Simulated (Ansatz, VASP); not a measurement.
NaH in VASP and in Ansatz

```xyz
2
Lattice="0.0000 2.5707 2.5707 2.5707 0.0000 2.5707 2.5707 2.5707 0.0000" Properties=species:S:1:pos:R:3 pbc="T T T"
Na    0.0000    0.0000    0.0000
H     1.2853    1.2853    1.2853
```

Alike in both runs: task single point; functional r2SCAN; k mesh 8 × 8 × 8; no spin polarisation.

|  | VASP | Ansatz |
| --- | --- | --- |
| version | VASP 6.6.1 | Ansatz 0.2.0 |
| potentials or method | VASP PAW PBE potentials, release 64 (Na_pv, H) | plane waves, PAW |
| plane-wave cutoff (eV) | 520 | 500 |
| occupations | gaussian, width 0.01 eV | fixed |
| valence electrons in the cell | 8 | 10 |

Ansatz gave:

* gap on the k mesh at the Fermi level (eV): 4.08
* pressure (GPa): 0.6

Which values does VASP return?

gap on the k mesh at the Fermi level (eV): 4.08; pressure (GPa): 0.4.

The two sets of potentials don't hold the same shells in valence.

Caveats: the PAW data sets were made with another functional, which shifts forces and pressure a little (VASP). A k mesh can miss the band edges. r2SCAN opens gaps a little over a GGA but as a rule still falls short of measured ones.
